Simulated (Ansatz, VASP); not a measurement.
**BN in VASP and in Ansatz**

```
B N
1.0
     2.55458    0.00000    0.00000
    -1.27729    2.21233    0.00000
     0.00000    0.00000    4.22451
B N
2 2
Direct
  0.69957 0.33333 0.99981
  0.30043 0.66667 0.49981
  0.63144 0.33333 0.62519
  0.36856 0.66667 0.12519
```

Change from the starting cell: mode 4 (471.6 1/cm) frozen in, largest displacement +0.090 Å.

Alike in both runs: task single point; functional PBE; k mesh 12 × 12 × 6; occupations gaussian, width 0.05 eV; no spin polarisation.

```csv
,VASP,Ansatz
version,VASP 6.6.1,Ansatz 0.2.0
potentials or method,"VASP PAW PBE potentials, release 64 (B, N)","scalar-relativistic, plane waves, PAW"
plane-wave cutoff (eV),520,420
valence electrons in the cell,16,16
```

Ansatz gave:

* gap on the k mesh at the Fermi level (eV): 5.05
* least direct gap on the mesh (eV): 7.97
* pressure (GPa): -0.3
* largest component of the traceless stress (GPa): 3.12
* rms of the force components (eV/Å): 0.521

Question: Which values does VASP return?

Answer: gap on the k mesh at the Fermi level (eV): 5.04; least direct gap on the mesh (eV): 7.96; pressure (GPa): 0.0; largest component of the traceless stress (GPa): 3.11; rms of the force components (eV/Å): 0.521.

Atom by atom the forces differ by 0.002 eV/Å (rms over components).

Caveats: forces of over 1 eV/Å show positions far from the minimum, so gaps and moduli don't describe the material at rest. A k mesh can miss the band edges.
